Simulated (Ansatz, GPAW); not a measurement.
## A script for NaI (PBE in single-zeta orbitals)

These are simulated results from GPAW 26.7.0, not measurements. The cell was built from a prototype and was relaxed with r2SCAN in plane waves (Ansatz 0.2.0). Not every such cell is a known phase. All runs are without spin polarisation.

The symmetry is F-43m (No. 216, cubic); conventional cell a = 7.086 Å, 44.48 Å³ an atom. Around Na lie 4 I at 3.07 Å; around I lie 4 Na at 3.07 Å.

The basis is minimal: single zeta, one radial function for each shell that the log's basis lists. It describes the filled bands fairly and the empty ones poorly.

Input script:

```python
import json
from ase import Atoms
from gpaw import GPAW, PW, FermiDirac

atoms = Atoms(['Na', 'I'],
              cell=[[0.0, 3.54319168, 3.54319168], [3.54319168, 0.0, 3.54319168], [3.54319168, 3.54319168, 0.0]],
              scaled_positions=[[0.0, 0.0, 0.0], [0.25, 0.25, 0.25]],
              pbc=True)
calc = GPAW(mode='lcao', basis='sz(dzp)', h=0.2, xc='PBE', kpts={'size': (4, 4, 4), 'gamma': True},
            occupations=FermiDirac(0.02), maxiter=100, legacy_gpaw=True, txt='gpaw.txt')
atoms.calc = calc
res = {'energy': atoms.get_potential_energy(force_consistent=True)}
res['electrons'] = calc.get_number_of_electrons()
res['k'] = calc.get_ibz_k_points().tolist()
res['levels'] = [calc.get_eigenvalues(kpt=i).tolist() for i in range(len(res['k']))]
points = [[0.0, 0.0, 0.0], [-0.5, -0.5, 0.0], [-0.375, -0.375, 0.25], [-0.375, 0.0, 0.375], [0.0, 0.0, 0.5], [-0.5, -0.25, 0.25]]
bands = calc.fixed_density(kpts=points, symmetry='off', txt='bands.txt')
res['points'] = [bands.get_eigenvalues(kpt=i).tolist() for i in range(len(points))]
json.dump(res, open('results.json', 'w'))
print('free energy (eV):', round(res['energy'], 5))
```

Command: `python run.py`. It took 6 s on 1 thread of Arm Neoverse V1 (shared host), peak memory 0.15 GiB.

The log gpaw.txt, trimmed of paths, versions and times, then the last line on the terminal. An iter line gives the energy in eV and the logarithms of the changes of orbitals (plane waves alone) and density (c: converged):

```
___ ___ ___ _ _ _
 |   |   |_  | | | |

 | | | | | . | | | |

 |__ |  _|___|_____|  26.7.0
 |___|_|

Input parameters:
  basis: sz(dzp)
  h: 0.2
  kpts: {gamma: True,
         size: (4, 4, 4)}
  maxiter: 100
  mode: lcao
  occupations: {fixmagmom: False,
                name: fermi-dirac,
                width: 0.02}
  xc: PBE

System changes: positions, numbers, cell, pbc, initial_charges, initial_magmoms

Initialize ...

species:
  Na:
    name:    Sodium
    Z:       11.0
    valence: 7
    core:    4
    charge:  0.0  # [|e|]
    compensation charges:
      type: gauss
      rc: 0.37  # [Å]
      lmax: 2
    cutoffs:
      filter: 2.17  # [Å]
      core: 2.59  # [Å]
    projectors
    | kind |    occ | energy [eV] | rcut [Å] |

    |------|--------|-------------|----------|

    |   3s |  1.000 |      -2.744 |    1.201 |

    |   2p |  6.000 |     -28.672 |    1.217 |

    |   3p |  0.000 |      -0.743 |    1.217 |

    |    s |        |      24.468 |    1.201 |

    |    d |        |       0.000 |    1.238 |

    LCAO basis set for Na:
      Name: sz(dzp)
      Number of radial functions: 3
      Number of spherical harmonics: 7
        l=0, rc=11.4062 Bohr: 3s-sz confined orbital
        l=1, rc=3.6719 Bohr: 2p-sz confined orbital
        l=1, rc=15.9375 Bohr: 3p-sz confined orbital
      Number of RI-basis functions 0

  I:
    name:    Iodine
    Z:       53.0
    valence: 7
    core:    46
    charge:  0.0  # [|e|]
    compensation charges:
      type: gauss
      rc: 0.37  # [Å]
      lmax: 2
    cutoffs:
      filter: 2.06  # [Å]
      core: 2.90  # [Å]
    projectors
    | kind |    occ | energy [eV] | rcut [Å] |

    |------|--------|-------------|----------|

    |   5s |  2.000 |     -17.382 |    1.164 |

    |   5p |  5.000 |      -7.088 |    1.164 |

    |    s |        |       9.829 |    1.164 |

    |    p |        |      20.123 |    1.164 |

    |    d |        |       0.000 |    1.164 |

    LCAO basis set for I:
      Name: sz(dzp)
      Number of radial functions: 2
      Number of spherical harmonics: 4
        l=0, rc=5.8750 Bohr: 5s-sz confined orbital
        l=1, rc=7.5156 Bohr: 5p-sz confined orbital
      Number of RI-basis functions 0

Reference energy: -197959.406164  # eV

Spin-paired calculation

Convergence criteria:
 Maximum [total energy] change in last 3 cyles: 0.0005 eV / valence electron
 Maximum integral of absolute [dens]ity change: 0.0001 electrons / valence electron
 Maximum integral of absolute [eigenst]ate change: 4e-08 eV^2 / valence electron
 Maximum number of scf [iter]ations: 100
 (Square brackets indicate name in SCF output, whereas a 'c' in
 the SCF output indicates the quantity has converged.)

Symmetries present (total): 24

  ( 1  0  0)  ( 1  0  0)  ( 1  0 -1)  ( 1  0 -1)  ( 1 -1  0)  ( 1 -1  0)
  ( 0  1  0)  ( 0  0  1)  ( 0  1 -1)  ( 0  0 -1)  ( 0 -1  1)  ( 0 -1  0)
  ( 0  0  1)  ( 0  1  0)  ( 0  0 -1)  ( 0  1 -1)  ( 0 -1  0)  ( 0 -1  1)

  ( 0  1  0)  ( 0  1  0)  ( 0  1 -1)  ( 0  1 -1)  ( 0  0  1)  ( 0  0  1)
  ( 1  0  0)  ( 0  0  1)  ( 1  0 -1)  ( 0  0 -1)  ( 1  0  0)  ( 0  1  0)
  ( 0  0  1)  ( 1  0  0)  ( 0  0 -1)  ( 1  0 -1)  ( 0  1  0)  ( 1  0  0)

  ( 0  0 -1)  ( 0  0 -1)  ( 0 -1  1)  ( 0 -1  1)  ( 0 -1  0)  ( 0 -1  0)
  ( 1  0 -1)  ( 0  1 -1)  ( 1 -1  0)  ( 0 -1  0)  ( 1 -1  0)  ( 0 -1  1)
  ( 0  1 -1)  ( 1  0 -1)  ( 0 -1  0)  ( 1 -1  0)  ( 0 -1  1)  ( 1 -1  0)

  (-1  1  0)  (-1  1  0)  (-1  0  1)  (-1  0  1)  (-1  0  0)  (-1  0  0)
  (-1  0  1)  (-1  0  0)  (-1  1  0)  (-1  0  0)  (-1  1  0)  (-1  0  1)
  (-1  0  0)  (-1  0  1)  (-1  0  0)  (-1  1  0)  (-1  0  1)  (-1  1  0)

64 k-points: 4 x 4 x 4 Monkhorst-Pack grid + [1/8,1/8,1/8]
8 k-points in the irreducible part of the Brillouin zone
       k-points in crystal coordinates                weights
   0:     0.00000000    0.00000000    0.00000000          1/64
   1:     0.25000000    0.25000000    0.00000000          6/64
   2:     0.25000000    0.25000000    0.25000000          8/64
   3:     0.50000000    0.25000000   -0.25000000          6/64
   4:     0.50000000    0.25000000    0.25000000         12/64
   5:     0.50000000    0.50000000    0.00000000          3/64
   6:     0.50000000    0.50000000    0.25000000         24/64
   7:     0.50000000    0.50000000    0.50000000          4/64

Wave functions: LCAO
  Diagonalizer: Serial LAPACK
  Atomic Correction: dense with blas
  Data-type: complex

Occupation numbers: Fermi-Dirac:
  width: 0.0200  # eV

Eigensolver
   LCAO using direct dense diagonalizer

Densities:
  Coarse grid: 20*20*20 grid
  Fine grid: 40*40*40 grid
  Total Charge: 0.000000

Density mixing:
  Method: separate
  Backend: msr1
  Linear mixing parameter: 0.05
  old densities: 10
  Width of damping distribution: 1.1
  Damping of long wavelength oscillations: 20

Hamiltonian:
  XC and Coulomb potentials evaluated on a 40*40*40 grid
  Using the PBE Exchange-Correlation functional
  Interpolation: tri-quintic (5. degree polynomial)
  Poisson solver: FastPoissonSolver using
    Stencil: 12*3+1=37 point O(h^6) finite-difference Laplacian
    FFT axes: [np.int64(0), np.int64(1), np.int64(2)]
    FST axes: []

XC parameters: PBE with 2 nearest neighbor stencil

Memory estimate:
  Process memory now: 112.91 MiB
  Calculator: 16.70 MiB
    Density: 8.68 MiB
      Arrays: 1.59 MiB
      Localized functions: 5.87 MiB
      Mixer: 1.22 MiB
    Hamiltonian: 1.47 MiB
      Arrays: 1.04 MiB
      XC: 0.00 MiB
      Poisson: 0.00 MiB
      vbar: 0.43 MiB
    Wavefunctions: 6.54 MiB
      C [qnM]: 0.01 MiB
      S, T [2 x qmm]: 0.03 MiB
      P [aqMi]: 0.00 MiB
      BasisFunctions: 6.50 MiB
      Eigensolver: 0.00 MiB

Total number of cores used: 1

Number of atoms: 2
Number of atomic orbitals: 11
Number of bands in calculation: 11
Number of valence electrons: 14
Bands to converge: occupied
Positions:
   0 Na     0.000000    0.000000    0.000000    ( 0.0000,  0.0000,  0.0000)
   1 I      1.771596    1.771596    1.771596    ( 0.0000,  0.0000,  0.0000)

Unit cell:
           periodic     x           y           z      points  spacing
  1. axis:    yes    0.000000    3.543192    3.543192    20     0.2046
  2. axis:    yes    3.543192    0.000000    3.543192    20     0.2046
  3. axis:    yes    3.543192    3.543192    0.000000    20     0.2046

  Lengths:   5.010830   5.010830   5.010830
  Angles:   60.000000  60.000000  60.000000

Effective grid spacing dv^(1/3) = 0.2232

iter:   1    -4.879808        c
iter:   2    -4.880916        c -1.46
iter:   3    -4.896358        c -1.48
iter:   4    -4.897047        c -2.28
iter:   5    -4.897049c       c -3.47
iter:   6    -4.897049c       c -4.10c

Converged after 6 iterations.

Energy contributions relative to reference atoms: (reference = -197959.406164)

Kinetic:        +20.951539
Potential:      -19.737503
External:        +0.000000
XC:              -6.129519
Entropy (-ST):   -0.000000
Local:           +0.018435
SIC:             +0.000000
--------------------------
Free energy:     -4.897049
Extrapolated:    -4.897049

Showing only first 2 kpts
 Kpt  Band  Eigenvalues  Occupancy
  0     5     -1.06681    2.00000
  0     6     -1.06570    2.00000
  0     7      2.65095    0.00000
  0     8      7.91172    0.00000

  1     5     -1.29427    2.00000
  1     6     -1.29361    2.00000
  1     7      4.18087    0.00000
  1     8      7.02427    0.00000

Fermi level: 0.59635

Gap: 3.717 eV
Transition (v -> c):
  (s=0, k=0, n=6, [0.00, 0.00, 0.00]) -> (s=0, k=0, n=7, [0.00, 0.00, 0.00])
No difference between direct/indirect transitions

free energy (eV): -4.89705
```

The gap in the log is over the mesh alone; results.json adds the listed points. PBE in single-zeta orbitals gives a gap of 3.72 eV. On the same cell, plane-wave PBE (Ansatz, 6×6×6 k points and the special points) gives a gap of 3.83 eV and r2SCAN a gap of 4.42 eV; on shared hosts these took about 3.4 and 8.2 core-seconds on the 2-atom cell, against 6 for the script. Spin-orbit coupling, left out in all these runs, can cut or reorder the gap by tenths of an eV, up to about 1 eV with Pb or Bi.

Spin-orbit coupling is left out, which matters wherever the heavy atoms make up the band edges.
